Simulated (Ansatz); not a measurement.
# Si6W: the cost of one run

Program: Ansatz 0.2.0. Level of theory: DFT PBEsol, scalar-relativistic, plane waves, PAW. These are calculated values, not measurements.

1 further run of the same task is left out (set aside as unsound or not needed). Runs told in other sessions of the task aren't counted.

**1. The starting structure**

It takes space group P3m1 (No. 156, trigonal). The conventional cell has a = 3.842 Å, b = 3.842 Å, c = 26.058 Å, α = 90.00°, β = 90.00°, γ = 120.00°. Si (site symmetry 3m) is surrounded by 3 Si at 2.35 Å. Si (site symmetry 3m) has 4 Si at 2.35 Å in its first shell of neighbours. Si (site symmetry 3m) has 4 Si at 2.35 to 2.41 Å in its first shell of neighbours. Si (site symmetry 3m) is surrounded by 4 Si at 2.32 to 2.41 Å. Around Si (site symmetry 3m) lie 3 Si at 2.32 Å and 3 W at 2.73 Å. W (site symmetry 3m) has 3 Si at 2.73 Å in its first shell of neighbours.

Coordinates:

```cif
data_structure
_symmetry_space_group_name_H-M 'P3m1'
_symmetry_Int_Tables_number 156
_cell_length_a 3.8417
_cell_length_b 3.8417
_cell_length_c 26.0577
_cell_angle_alpha 90.000
_cell_angle_beta 90.000
_cell_angle_gamma 120.000
_cell_volume 333.06
loop_
_atom_site_label
_atom_site_type_symbol
_atom_site_symmetry_multiplicity
_atom_site_Wyckoff_symbol
_atom_site_fract_x
_atom_site_fract_y
_atom_site_fract_z
_atom_site_occupancy
Si1 Si 1 b 0.33333 0.66667 0.32620 1
Si2 Si 1 a 0.00000 0.00000 0.35629 1
Si3 Si 1 a 0.00000 0.00000 0.44658 1
Si4 Si 1 c 0.66667 0.33333 0.47592 1
Si5 Si 1 c 0.66667 0.33333 0.56848 1
Si6 Si 1 b 0.33333 0.66667 0.59435 1
W1 W 1 a 0.00000 0.00000 0.65575 1
```

**2. W put at a hollow Si-Si site**

Input file input.yaml:

```yaml
crystal:
  lattice:
    - [3.8417168286, 0.0, 0.0]
    - [-1.9208584143, 3.3270243677, 0.0]
    - [0.0, 0.0, 26.0576844747]
  atoms:
    - { symbol: Si, position: [0.3333333333, 0.6666666667, 0.3261993601] }
    - { symbol: Si, position: [0.0, 0.0, 0.3562936366] }
    - { symbol: Si, position: [0.0, 0.0, 0.4465764664] }
    - { symbol: Si, position: [0.6666666667, 0.3333333333, 0.4759187116] }
    - { symbol: Si, position: [0.6666666667, 0.3333333333, 0.568483302] }
    - { symbol: Si, position: [0.3333333333, 0.6666666667, 0.5943515567] }
    - { symbol: W, position: [0.0, 0.0, 0.6557537892], spin: 4.0 }
basis:
  ecutwfc: 420
kpoints:
  mp_grid: { grid: [9, 9, 1] }
hamiltonian:
  xc: pbesol
scf:
  occupations: { method: gaussian, width: 0.05 }
output:
  forces: true
  eigenvalues: true
  populations: true
magnetization:
  spin_polarized: true
relax:
  adjacent_minimum: "off"
  f_tol: 0.03
  max_steps: 70
  constraints: [{ sites: [0, 1, 2] }]
efield:
  axis: 3
  dipole_correction: true
  ramp_width: 0.04
```

On the command line:

```bash
ansatz run input.yaml --threads 2 --pin off --max-ram 5120MiB --backend cpu --events-out ev --progress --plain --runs-dir out
```

What time and memory should one allow on 2 threads of Intel Xeon at 2.50GHz (Skylake/Cascade Lake), shared host?

About 5.4 min, with a peak of 0.69 GiB.
